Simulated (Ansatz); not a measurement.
Runs of Ansatz 0.2.0 on KI. Symmetry: Fm-3m, No. 225, cubic system. Conventional cell: a = 7.066 Å, b = 7.066 Å, c = 7.066 Å, α = 90.00°, β = 90.00°, γ = 90.00°. I (site symmetry m-3m) has 6 K at 3.53 Å as nearest neighbours. Around K (site symmetry m-3m) lie 6 I at 3.53 Å. 

```csv
task,level,cell,cutoff (eV),gap on the mesh (eV),pressure (GPa),relaxed volume (Å³/atom)
relaxation of cell and atoms,BLYP,relaxed,420,3.74,0.0,49.19
relaxation of cell and atoms,RPBE,relaxed,420,3.95,0.0,51.06
relaxation of cell and atoms,RPBE+D3(BJ),relaxed,420,4.35,0.0,(c)
relaxation of the atoms,PBE,atoms relaxed from: strained by +1 %,420,3.94,0.5,-
relaxation of cell and atoms,revPBE,relaxed,420,3.95,0.0,50.38
relaxation of cell and atoms,PBEsol,relaxed,420,(d),0.0,42.97
relaxation of cell and atoms,RPBE+D4,relaxed,420,(a),0.0,(b)
relaxation of cell and atoms,r2SCAN,relaxed,500,4.58,0.0,44.59
```

Alike in all rows: potentials or basis Ansatz PAW; no spin polarisation; k mesh 7 × 7 × 7; smearing fermi-dirac 0.05 eV.

Problem. Fill in the values left out.

Solution. (a) 4.17; (b) 46.24; (c) 31.54; (d) 3.87.

Caveats: odd divisions of the mesh miss points on the zone boundary, where band edges often lie, so the gap on the mesh can be too wide; spin-orbit coupling is left out, which moves the levels of the heavy elements; the plane-wave basis is chosen anew once the cell has moved, so the energies of steps on either side of that aren't comparable (some runs); the PAW data sets come from PBE, with cores solved anew for the run's functional, which leaves a small shift of forces and pressure (some runs); the volume moved by over 15 % at a fixed basis, so the end points are rough (some runs); the relaxation stopped at its first step, so nothing moved (some runs); the thresholds are loose for stress (some runs).

A k mesh can miss the band edges, and the runs leave out spin-orbit coupling on I.
